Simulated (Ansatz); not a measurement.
# Convergence notes, G0W0 on SrTe (rocksalt)

SrTe built on the rocksalt prototype, relaxed with r2SCAN; one-shot G0W0 in Ansatz without spin-orbit coupling. The values are computed, spin-unpolarised, and not measurements.

```xyz
2
Lattice="0.0000 3.3528 3.3528 3.3528 0.0000 3.3528 3.3528 3.3528 0.0000" Properties=species:S:1:pos:R:3 pbc="T T T"
Sr    0.0000    0.0000    0.0000
Te    3.3528    3.3528    3.3528
```

Gaps are read over the mesh points alone. G0W0 here is at a finite number of bands, screening cutoff and k mesh, not at the basis limit.
```json
{"start": "PBE", "potentials": "PAW", "frequency model": "contour deformation", "mesh": "4×4×4", "empty bands": "171", "screening cutoff (eV)": "100", "Kohn-Sham gap (eV)": "1.76", "G0W0 gap (eV)": "2.83"}
{"start": "PBE", "potentials": "PAW", "frequency model": "contour deformation", "mesh": "4×4×4", "empty bands": "413", "screening cutoff (eV)": "180", "Kohn-Sham gap (eV)": "1.76", "G0W0 gap (eV)": "2.92"}
{"start": "PBE", "potentials": "PAW", "frequency model": "contour deformation", "mesh": "4×4×4", "empty bands": "801", "screening cutoff (eV)": "260", "Kohn-Sham gap (eV)": "1.76", "G0W0 gap (eV)": "2.96"}
{"start": "HSE06", "potentials": "PAW", "frequency model": "contour deformation", "mesh": "4×4×4", "empty bands": "413", "screening cutoff (eV)": "180", "Kohn-Sham gap (eV)": "2.49", "G0W0 gap (eV)": "3.27"}
{"start": "r2SCAN", "potentials": "PAW", "frequency model": "contour deformation", "mesh": "4×4×4", "empty bands": "413", "screening cutoff (eV)": "180", "Kohn-Sham gap (eV)": "2.16", "G0W0 gap (eV)": "3.18"}
{"start": "PBE0", "potentials": "PAW", "frequency model": "contour deformation", "mesh": "4×4×4", "empty bands": "413", "screening cutoff (eV)": "180", "Kohn-Sham gap (eV)": "3.15", "G0W0 gap (eV)": "3.48"}
{"start": "PBE", "potentials": "PAW", "frequency model": "Godby-Needs pole", "mesh": "4×4×4", "empty bands": "413", "screening cutoff (eV)": "180", "Kohn-Sham gap (eV)": "1.76", "G0W0 gap (eV)": "2.90"}
{"start": "PBE", "potentials": "PAW", "frequency model": "contour deformation", "mesh": "6×6×6", "empty bands": "122", "screening cutoff (eV)": "80", "Kohn-Sham gap (eV)": "1.77", "G0W0 gap (eV)": "2.78"}
{"start": "PBE", "potentials": "norm-conserving", "frequency model": "contour deformation", "mesh": "4×4×4", "empty bands": "413", "screening cutoff (eV)": "180", "Kohn-Sham gap (eV)": "1.76", "G0W0 gap (eV)": "2.91"}
```

The quasiparticle gap on this mesh is 2.96 eV (Γ to X), against 1.76 eV from PBE: +1.20 eV. Renormalisation factors Z lie between 0.75 and 0.80.

Raising bands and cutoff together moves the gap by +0.09 eV (100 to 180 eV), then +0.04 eV (180 to 260 eV); the last step is small, which bounds nothing strictly. Starting from HSE06 (2.49 eV against PBE's 1.76 eV) gives 3.27 eV, +0.35 eV from G0W0@PBE at the same screening cutoff. Starting from r2SCAN (2.16 eV against PBE's 1.76 eV) gives 3.18 eV, +0.26 eV from G0W0@PBE at the same screening cutoff. Starting from PBE0 (3.15 eV against PBE's 1.76 eV) gives 3.48 eV, +0.56 eV from G0W0@PBE at the same screening cutoff. The Godby-Needs plasmon pole differs from contour deformation by -0.02 eV. Norm-conserving potentials (wave cutoff 1120 eV against 420 eV) shift the quasiparticle gap by -0.01 eV and the PBE gap by 0.00 eV. r2SCAN runs take a wave cutoff of 500 eV.
